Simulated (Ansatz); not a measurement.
BeSe, DFT, PBEsol, all-electron LAPW, scalar-relativistic (Ansatz 0.2.0), run on 1 thread of Arm Neoverse V2 on a shared host.

The cell is COD entry 9008837, as deposited and not checked against the literature; nothing was relaxed. It differs from other determinations.

Command: `ansatz run input.yaml --threads 1 --pin off --max-ram 3072MiB --backend cpu --events-out ev --progress --plain --runs-dir out`

```yaml
crystal:
  lattice:
    - [0.0, 2.535, 2.535]
    - [2.535, 0.0, 2.535]
    - [2.535, 2.535, 0.0]
  atoms:
    - { symbol: Be, position: [0.0, 0.0, 0.0] }
    - { symbol: Se, position: [0.75, 0.75, 0.75] }
kpoints:
  mp_grid: { grid: [10, 10, 10] }
  band_path:
    path:
      - [0.0, 0.0, 0.0]
      - [-0.5, -0.5, 0.0]
      - [-0.375, -0.375, 0.25]
      - [-0.375, 0.0, 0.375]
      - [0.0, 0.0, 0.0]
      - [0.0, 0.0, 0.5]
      - [-0.5, -0.25, 0.25]
      - [-0.5, -0.5, 0.0]
    npoints: 14
scf:
  occupations: { method: fermi_dirac, width: 0.03 }
hamiltonian:
  xc: pbesol
  pseudopotentials: { kind: all_electron, lapw: { basis_error: 0.0005 } }
output:
  forces: true
  stress: true
  eigenvalues: true
  populations: true
  dos: { projected: true, de: 0.2, e_range: [-14, 8] }
```

(1) How large is the problem that the program sets up?

(2) About how long does it take, and how much memory does it use?

(3) And the same cell and mesh by PAW with the default files, asked for forces, stress, eigenvalues, efg, populations, bader, dos, write_density, write_potential, elf and the same band path, on the same hardware?

(4) And the same cell and mesh by crystal-made all-electron datasets, asked for forces, stress, eigenvalues, efg and the same band path, on the same hardware?

Answers

(1) 47 irreducible k-points, 339 plane waves at Γ, 18 bands.

(2) 17 s of wall time for 6 SCF iterations, with a peak of 0.27 GiB. Times on shared machines scatter by tens of per cent.

(3) 19 s, peak memory 0.34 GiB.

(4) 7.3 s, peak memory 0.36 GiB.
